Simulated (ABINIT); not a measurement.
Runs of ABINIT 10.8.3 (patched build) on BeTe. It takes space group F-43m (No. 216, cubic). Conventional cell: a = 5.540 Å, b = 5.540 Å, c = 5.540 Å, α = 90.00°, β = 90.00°, γ = 90.00°. Te (site symmetry -43m) is surrounded by 4 Be at 2.40 Å. Around Be (site symmetry -43m) lie 4 Te at 2.40 Å. 

```csv
potentials or basis,cutoff (eV),fine-grid cutoff,gap on the mesh (eV),pressure (GPa)
SG15 NC PBE v1.2,980,-,(a),3.3
"Ansatz PAW PBE default generated set, frozen core",490,979.61 eV,2.22,4.2
PseudoDojo NC SR PBE v0.4.1 standard,1442,-,2.30,3.9
JTH PAW PBE v2.0,626,1224.51 eV,(c),(b)
```

Alike in all rows: task band structure; level r2SCAN; no spin polarisation; cell as given; k mesh 8 × 8 × 8; smearing fermi-dirac 0.05 eV.

Q: Estimate the missing entries.

A: (a) 2.37; (b) 4.4; (c) 2.19.

Caveats: spin-orbit coupling is left out, which moves the levels of the heavy elements; the potentials were made for another functional, which shifts forces and pressure (some runs); the PAW data sets were made with another functional, which shifts forces and pressure a little (some runs); the atomic spheres overlap (some runs); a meta-GGA on potentials with a model core is unreliable (some runs).

A k mesh can miss the band edges, and the runs leave out spin-orbit coupling on Te.

The runs don't all hold the same shells in valence.
